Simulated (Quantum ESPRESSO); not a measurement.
TaN:

```
CELL_PARAMETERS angstrom
0.00000 2.21132 2.21132
2.21132 0.00000 2.21132
2.21132 2.21132 0.00000
ATOMIC_POSITIONS crystal
Ta 0.50000 0.50000 0.50000
N 0.00000 0.00000 0.00000
```

The cell comes from a database or a generator and needn't be the stable form of this composition.

| Quantity | Value |
| --- | --- |
| Program | Quantum ESPRESSO 7.5 |
| Task | phonon dispersion |
| Functional | PBEsol |
| Potentials or basis | GBRV 1.5 PBEsol |
| Cutoff | 762 eV |
| Density cutoff | 6095 eV |
| k mesh | 8 × 8 × 8 |
| Occupations | cold, width 0.2 eV |
| Spin | no spin polarisation |
| Mixing beta | 0.5 |
| Most SCF iterations | 120 |
| SCF threshold | 4e-10 Ry |
| q mesh | 2 × 2 × 2 |

The cell and the atoms were relaxed first, to 10.48 Å³/atom (a = 3.095 Å, b = 3.095 Å, c = 3.095 Å, α = 60.00°, β = 60.00°, γ = 60.00°), and the response was taken there.

Question: Is this structure dynamically stable at this level, and how far does the spectrum reach?

Answer: No: the interpolated spectrum has imaginary modes, down to 260i cm⁻¹ near X. The highest frequency is 558 cm⁻¹.

Phonon frequencies at the corners of the path (cm⁻¹, interpolated; i marks imaginary ones):
```
point                frequencies
    Γ          0 0 0 443 443 443
    X   260i 73i 73i 446 463 463
    W  174i 174i 102 481 483 483
    K     209i 70i 6 471 479 497
    L      77i 75 75 480 558 558
    U     209i 70i 6 471 479 497
```

Phonon states per cell in windows of 50 cm⁻¹ (negative: imaginary):
| from (cm⁻¹) | total | Ta | N |
| --- | --- | --- | --- |
| -300 | 0.00 | 0.00 | 0.00 |
| -250 | 0.11 | 0.09 | 0.02 |
| -200 | 0.25 | 0.22 | 0.03 |
| -150 | 0.47 | 0.43 | 0.03 |
| -100 | 0.71 | 0.68 | 0.03 |
| -50 | 0.32 | 0.31 | 0.01 |
| 0 | 0.33 | 0.32 | 0.01 |
| 50 | 0.82 | 0.81 | 0.01 |
| 100 | 0.00 | 0.00 | 0.00 |
| 150 | 0.00 | 0.00 | 0.00 |
| 200 | 0.00 | 0.00 | 0.00 |
| 250 | 0.00 | 0.00 | 0.00 |
| 300 | 0.00 | 0.00 | 0.00 |
| 350 | 0.00 | 0.00 | 0.00 |
| 400 | 0.07 | 0.00 | 0.07 |
| 450 | 1.76 | 0.11 | 1.65 |
| 500 | 1.17 | 0.04 | 1.13 |
| 550 | 0.01 | 0.00 | 0.01 |

A q mesh this small can miss soft modes between its points.

Caveat: the mesh is thin for the phonons of a metal; some modes are imaginary; the q mesh is small, so phonon branches between its points and thermal values are rough.
